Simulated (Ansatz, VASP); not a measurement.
# CdInCl3: VASP beside Ansatz

Wanted: the spread between two codes on one cell, functional and k mesh. The cell is generated by rule, not measured, and may not be a known phase. The two relaxations start from unlike cells of this crystal (the structure described is Ansatz's start), so only their ends are compared.

Method: plane waves, with VASP 6.6.1 beside it; relaxation of cell and atoms at PBEsol, in Ansatz 0.2.0.

The structure was built from a prototype and need not be the compound's stable phase.

### 1. Set-up

Symmetry: I4/mcm, No. 140, tetragonal system. Conventional cell: a = 7.246 Å, b = 7.246 Å, c = 10.248 Å, α = 90.00°, β = 90.00°, γ = 90.00°. In has 4 Cl at 3.23 Å nearest. Nearest to Cd lie 6 Cl at 2.56 to 2.63 Å. Nearest to Cl lie 2 Cd at 2.63 Å. Cl has 2 Cd at 2.56 Å nearest. Farther neighbours and most contacts between anions are not listed.

### 2. VASP: relaxation of cell and atoms, PBEsol

The relaxed volume is the usual yardstick between codes: in a stiff, nearly cubic crystal its relative difference is about their pressure difference at one cell divided by the bulk modulus.

Lines of VASP's logs that name or quote its potential files are left out, and so is its time.

The input, INCAR:

```
SYSTEM = CdInCl3
PREC = Accurate
ENCUT = 500
EDIFF = 1E-07
NELM = 120
ISMEAR = 0
SIGMA = 0.01
LREAL = .FALSE.
ALGO = Normal
GGA = PS
NBANDS = 57
LORBIT = 11
LWAVE = .FALSE.
LCHARG = .FALSE.
ISIF = 3
IBRION = 2
NSW = 80
EDIFFG = -0.005
LASPH = .TRUE.
GGA_COMPAT = .FALSE.
NELMIN = 4
EFERMI = MIDGAP
KPAR = 2
```

The input, POSCAR:

```
CdInCl3
1.0
    4.9896572915      5.2670753269      0.0000000000
    4.9896572915      0.0000000000      4.9896572915
    4.9896572915      0.0000000000     -4.9896572915
In Cd Cl
2 2 6
Direct
    0.0000000000      0.5000000000      0.5000000000
    0.0000000000      0.0000000000      0.0000000000
    0.5000000976      0.2499999512      0.7500000488
    0.5000000976      0.7500000488      0.2499999512
    0.5000000976      0.0684109372      0.0684109372
    0.5000000976      0.4315890628      0.4315890628
    0.0000000000      0.0000000976      0.5000000000
    0.0000000000      0.5000000976      0.0000000000
    0.5000000976      0.9315889652      0.5684109372
    0.5000000976      0.5684109372      0.9315889652
```

The input, KPOINTS:

```
Automatic mesh
0
Gamma
6 6 6
0 0 0
```

Potentials, in the order of the species: In_d, Cd and Cl (PBE family, release 64).

Launch:

```console
$ mpirun -np 2 vasp_std
```

Numbers of over 12 decimals in the logs are rounded to 6 here.

The program printed:

```text
[banner, memory and clock lines left out]
running    2 mpi-ranks, on    1 nodes
 distrk:  each k-point on    1 cores,    2 groups
 distr:  one band on    1 cores,    1 groups

 POSCAR found type information on POSCAR InCdCl
 POSCAR found :  3 types and      10 ions
|                                                                             |
|               ----> ADVICE to this user running VASP <----                  |
|                                                                             |
|     You enforced a specific xc type in the INCAR file but a different       |
|     [... a line on the potential file left out ...]
|     I HOPE YOU KNOW WHAT YOU ARE DOING!                                     |
|                                                                             |

 LDA part: xc-table for (Slater+PW92), standard interpolation
 POSCAR, INCAR and KPOINTS ok, starting setup
 FFT: planning ... GRIDC
 FFT: planning ... GRID_SOFT
 FFT: planning ... GRID
 WAVECAR not read
 entering main loop
       N       E                     dE             d eps       ncg     rms          rms(c)
DAV:   1     0.959204362104E+03    0.95920E+03   -0.40168E+04  3436   0.160E+03
DAV:   2     0.127695457654E+03   -0.83151E+03   -0.79862E+03  3572   0.427E+02
DAV:   3    -0.203278870716E+02   -0.14802E+03   -0.14188E+03  4158   0.175E+02
DAV:   4    -0.307133932102E+02   -0.10386E+02   -0.10289E+02  3968   0.480E+01
DAV:   5    -0.312371320864E+02   -0.52374E+00   -0.52312E+00  4896   0.117E+01    0.130E+01
DAV:   6    -0.295919202888E+02    0.16452E+01   -0.30685E+00  4373   0.137E+01    0.102E+01
DAV:   7    -0.294801588327E+02    0.11176E+00   -0.16890E+00  4520   0.546E+00    0.494E+00
DAV:   8    -0.294782404704E+02    0.19184E-02   -0.37340E-01  4031   0.426E+00    0.123E+00
DAV:   9    -0.294685344325E+02    0.97060E-02   -0.85635E-02  4071   0.258E+00    0.623E-01
DAV:  10    -0.294684340760E+02    0.10036E-03   -0.91942E-03  4485   0.610E-01    0.198E-01
DAV:  11    -0.294681491341E+02    0.28494E-03   -0.26331E-03  4350   0.313E-01    0.924E-02
DAV:  12    -0.294681889382E+02   -0.39804E-04   -0.44883E-04  3969   0.120E-01    0.604E-02
DAV:  13    -0.294681840009E+02    0.49374E-05   -0.38310E-05  4223   0.401E-02    0.550E-02
DAV:  14    -0.294681698057E+02    0.14195E-04   -0.34251E-05  4238   0.307E-02    0.127E-02
DAV:  15    -0.294681685434E+02    0.12623E-05   -0.15476E-05  4615   0.202E-02    0.534E-03
DAV:  16    -0.294681686122E+02   -0.68807E-07   -0.11923E-06  3789   0.596E-03    0.618E-03
DAV:  17    -0.294681685317E+02    0.80518E-07   -0.56399E-08  2231   0.175E-03
   1 F= -.29468169E+02 E0= -.29468169E+02  d E =-.294682E+02
 curvature:   0.00 expect dE= 0.000E+00 dE for cont linesearch  0.000E+00
 trial: gam= 0.00000 g(F)=  0.826E-08 g(S)=  0.233E-04 ort = 0.000E+00 (trialstep = 0.100E+01)
 search vector abs. value=  0.233E-04
 bond charge predicted
       N       E                     dE             d eps       ncg     rms          rms(c)
DAV:   1    -0.294683123883E+02   -0.14378E-03   -0.43183E-03  3635   0.397E-01    0.772E-02
DAV:   2    -0.294682147697E+02    0.97619E-04   -0.24911E-04  3711   0.124E-01    0.327E-02
DAV:   3    -0.294681923373E+02    0.22432E-04   -0.46080E-05  3905   0.387E-02    0.172E-02
DAV:   4    -0.294681870435E+02    0.52939E-05   -0.56556E-06  4653   0.128E-02    0.671E-03
DAV:   5    -0.294681853868E+02    0.16567E-05   -0.90312E-07  4124   0.551E-03    0.223E-03
DAV:   6    -0.294681852078E+02    0.17899E-06   -0.10935E-07  2134   0.225E-03    0.103E-03
DAV:   7    -0.294681852024E+02    0.54042E-08   -0.25526E-08  1917   0.118E-03
   2 F= -.29468185E+02 E0= -.29468185E+02  d E =-.166707E-04
 trial-energy change:   -0.000017  1 .order   -0.000016   -0.000023   -0.000009
 step:   1.6873(harm=  1.6873)  dis= 0.00002  next Energy=   -29.468188 (dE=-0.196E-04)
 reached required accuracy - stopping structural energy minimisation
```

From OUTCAR (step 2):

```text
ion  position               nearest neighbor table
   1  0.000  0.500  0.500-   9 3.20  10 3.20   5 3.20   6 3.20
   2  0.000  0.000  0.000-   5 3.20   6 3.20   9 3.20  10 3.20
   3  0.500  0.250  0.750-   5 2.59  10 2.59   6 2.59   9 2.59   7 2.63   8 2.63
   4  0.500  0.750  0.250-   5 2.59   9 2.59   6 2.59  10 2.59   8 2.63   7 2.63
   5  0.500  0.068  0.068-   3 2.59   4 2.59   2 3.20   1 3.20
   6  0.500  0.432  0.432-   3 2.59   4 2.59   2 3.20   1 3.20
   7  0.000  0.000  0.500-   3 2.63   4 2.63
   8  0.000  0.500  0.000-   4 2.63   3 2.63
   9  0.500  0.932  0.568-   4 2.59   3 2.59   1 3.20   2 3.20
  10  0.500  0.568  0.932-   3 2.59   4 2.59   1 3.20   2 3.20

  LATTYP: Found a body centered tetragonal cell.
 ALAT       =     7.0564410132
 C/A-ratio  =     1.4928418779

 Subroutine GETGRP returns: Found 16 space group operations
 (whereof  8 operations were pure point group operations)

The static configuration has the point symmetry D_2d.
 The point group associated with its full space group is D_4h.

 Found     30 irreducible k-points:

   k-points           NKPTS =     30   k-points in BZ     NKDIM =     30   number of bands    NBANDS=     57

   dimension x,y,z NGX =    54 NGY =   54 NGZ =   54
   dimension x,y,z NGXF=   108 NGYF=  108 NGZF=  108

   ENCUT  =  500.0 eV  36.75 Ry    6.06 a.u.  13.23 12.87 12.87*2*pi/ulx,y,z

   NELECT =      92.0000    total number of electrons

 k-points in reciprocal lattice and weights: Automatic mesh
   0.00000000  0.00000000  0.00000000       0.005
   0.16666667  0.00000000  0.00000000       0.009
   0.33333333  0.00000000  0.00000000       0.009
   0.50000000  0.00000000  0.00000000       0.005
  -0.00000000  0.16666667  0.00000000       0.037
   0.33333333  0.16666667  0.00000000       0.037
   0.50000000  0.16666667  0.00000000       0.037
  -0.00000000  0.33333333  0.00000000       0.037
   0.16666667  0.33333333  0.00000000       0.019
[...]
0.00000000  0.50000000  0.50000000       0.009
   0.16666667  0.50000000  0.50000000       0.019

 average (electrostatic) potential at core
       1 -97.7693       2 -97.7693       3 -38.8044       4 -38.8044       5 -93.0799
       6 -93.0798       7 -92.9505       8 -92.9505       9 -93.0799      10 -93.0799

 E-fermi :   2.3691

 k-point     1 :       0.0000    0.0000    0.0000
  band No.  band energies     occupation
    ...
     42       0.3715      2.00000
     43       0.3716      2.00000
     44       0.6716      2.00000
     45       0.7238      2.00000
     46       1.0401      2.00000
     47       3.1744      0.00000
     48       6.6970      0.00000
     49       6.6970      0.00000
     50       6.8383      0.00000
     51       6.8383      0.00000
    ...

 k-point     2 :       0.1667    0.0000    0.0000
  band No.  band energies     occupation
    ...
     42       0.2744      2.00000
     43       0.2744      2.00000
     44       0.6717      2.00000
     45       0.8091      2.00000
     46       0.9575      2.00000
     47       3.5125      0.00000
     48       6.3876      0.00000
     49       6.3876      0.00000
     50       6.8002      0.00000
     51       6.8002      0.00000
    ...

 k-point     3 :       0.3333    0.0000    0.0000
  band No.  band energies     occupation
    ...
     42       0.1311      2.00000
     43       0.1311      2.00000
     44       0.6719      2.00000
     45       0.7989      2.00000
     46       1.2876      2.00000
     47       4.4683      0.00000
     48       6.0485      0.00000
     49       6.0485      0.00000
     50       6.1769      0.00000
     51       6.3775      0.00000
    ...

  Total       -0.0178731      0.0275585     -0.0178731      0.0000000      0.0000000      0.0000000
  in kB       -0.1091515      0.1683007     -0.1091515      0.0000000      0.0000000      0.0000000
  external PRESSURE =      -0.0166675 kB  Pullay stress =       0.0000000 kB

  energy-cutoff  :      500.00
  volume of cell :      262.35
      direct lattice vectors                 reciprocal lattice vectors
     4.989621155  5.268838925 -0.000000000     0.000000000  0.189795136  0.000000000
     4.989621155  0.000000000  4.989621155     0.100208009 -0.094897568  0.100208009
     4.989621155  0.000000000 -4.989621155     0.100208009 -0.094897568 -0.100208009

 POSITION                                       TOTAL-FORCE (eV/Angst)
 -----------------------------------------------------------------------------------
      4.98962      0.00000      0.00000         0.000000      0.000000      0.000000
      9.97924      0.00000      0.00000        -0.000000      0.000000      0.000000
      7.48443      2.63442     -2.49481        -0.000000      0.000000      0.000000
      7.48443      2.63442      2.49481        -0.000000      0.000000      0.000000
      3.17749      2.63442      0.00000         0.000195      0.000000      0.000000
      6.80175      2.63442      0.00000        -0.000195      0.000000      0.000000
      2.49481      0.00000     -2.49481         0.000000      0.000000      0.000000
      7.48443      0.00000     -2.49481        -0.000000      0.000000      0.000000
      9.97924      2.63442      1.81213        -0.000000      0.000000     -0.000195
      9.97924      2.63442     -1.81213        -0.000000      0.000000      0.000195
 -----------------------------------------------------------------------------------
    total drift:                               -0.002342     -0.002505     -0.001012

  FREE ENERGIE OF THE ION-ELECTRON SYSTEM (eV)
  ---------------------------------------------------
  free  energy   TOTEN  =       -29.4681852024 eV

  energy  without entropy=      -29.4681852024  energy(sigma->0) =      -29.46818520

 reached required accuracy - stopping structural energy minimisation

 total charge
# of ion       s       p       d       tot
------------------------------------------
    1        1.212   0.108   9.849  11.169
    2        1.212   0.108   9.849  11.169
    3        0.334   0.253   9.617  10.204
    4        0.334   0.253   9.617  10.204
    5        1.591   3.494   0.000   5.084
    6        1.591   3.494   0.000   5.084
    7        1.589   3.487   0.000   5.077
    8        1.589   3.487   0.000   5.077
    9        1.591   3.494   0.000   5.084
   10        1.591   3.494   0.000   5.084
--------------------------------------------------
tot         12.633  21.672  38.931  73.235

[... 3 further parts left out ...]
```

The run keeps the 16 symmetry operations of its start, so it cannot find a distortion of lower symmetry.

(Part 1 of 2 ends here.)

[Lines on the potential files, build, host, timing and source positions are cut from VASP's logs without a mark.]

[Logs are printed without paths, hosts, clocks, repeated set-up lines and the standing remarks that a program may print on its own settings, such as how far it seeks lower states.]

[Hosts, paths, dates, database ids (printed as entryN), source tags and the programs' standing remarks are cut or masked in the printed files.]
